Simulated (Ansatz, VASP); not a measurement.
## One calculation of Sb, two programs

```
CELL_PARAMETERS angstrom
3.09549 0.00000 0.00000
0.00000 3.09549 0.00000
0.00000 0.00000 3.09549
ATOMIC_POSITIONS crystal
Sb 0.00000 0.00000 0.00000
```

Change from the starting cell: volume scaled by 0.94.

Alike in both runs: task single point; functional PBEsol; k mesh 13 × 13 × 13; occupations fermi-dirac, width 0.05 eV; no spin polarisation.

|  | VASP | Ansatz |
| --- | --- | --- |
| version | VASP 6.6.1 | Ansatz 0.2.0 |
| potentials or method | VASP PAW PBE potentials, release 64 (Sb), cutoff 520 eV | all-electron LAPW, scalar-relativistic |

|  | VASP | Ansatz | Ansatz less VASP |
| --- | --- | --- | --- |
| pressure (GPa) | -1.9 | -2.0 | -0.08 |

Ansatz ran all-electron here, so the differences hold the error of VASP's frozen core and of both bases.

Caveats: the PAW data sets were made with another functional, which shifts forces and pressure a little (VASP). Spin-orbit coupling is left out, which matters for the levels of Sb.
